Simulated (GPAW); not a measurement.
Here is a GPAW 26.7.0 calculation.

run.py

```python
from ase import Atoms
from ase.filters import FrechetCellFilter
from ase.io import write
from ase.optimize import BFGS
from ase.units import GPa
from gpaw import GPAW, PW, setup_paths

setup_paths.insert(0, '.')

atoms = Atoms(['Ga', 'Ga'],
              cell=[[2.7784220849, 0.0, 0.0],
                    [0.0, 3.28160879, 0.0],
                    [-1.3434310986, 0.0, 3.9902731763]],
              scaled_positions=[[0.13459627, 0.75, 0.77016683],
                                [0.86540373, 0.25, 0.22983317]],
              pbc=True)

calc = GPAW(mode=PW(600),
            xc='PBEsol',
            kpts={'size': (9, 7, 6), 'gamma': True},
            occupations={'name': 'fermi-dirac', 'width': 0.05},
            nbands=10,
            convergence={'density': 1e-05, 'forces': 0.0001},
            maxiter=150,
            txt='gpaw.txt')
atoms.calc = calc
opt = BFGS(FrechetCellFilter(atoms, scalar_pressure=10 * GPa), trajectory='relax.traj', logfile='-')
done = opt.run(fmax=0.02, steps=60)
calc.write('gs.gpw')
write('result.traj', atoms)
print('Converged:', done)
print('Cell:', atoms.cell.cellpar().round(4))
print('Volume:', round(atoms.get_volume(), 4))
print(atoms.get_scaled_positions().round(5))
```

Potentials or basis: PAW data sets generated in the run's folder for this functional, pw.

Run with:

```sh
$ gpaw-setup -f PBEsol Ga
$ OMP_NUM_THREADS=1 python run.py
```

Estimate the space group after relaxing (to 0.05 Å).

Cmcm (No. 63).

Estimate the relaxed volume.

16.14 Å³/atom.

Final structure:
```yaml
crystal:
  lattice:
    - [2.65841, -0.00001, -0.00673]
    - [-0.00001, 3.23041, 0.00000]
    - [-1.29518, 0.00000, 3.76276]
  atoms:
    - { symbol: Ga, position: [0.13476, 0.75000, 0.76732] }
    - { symbol: Ga, position: [0.86524, 0.25000, 0.23268] }
```

Caveat: later steps reuse the first step's grids.
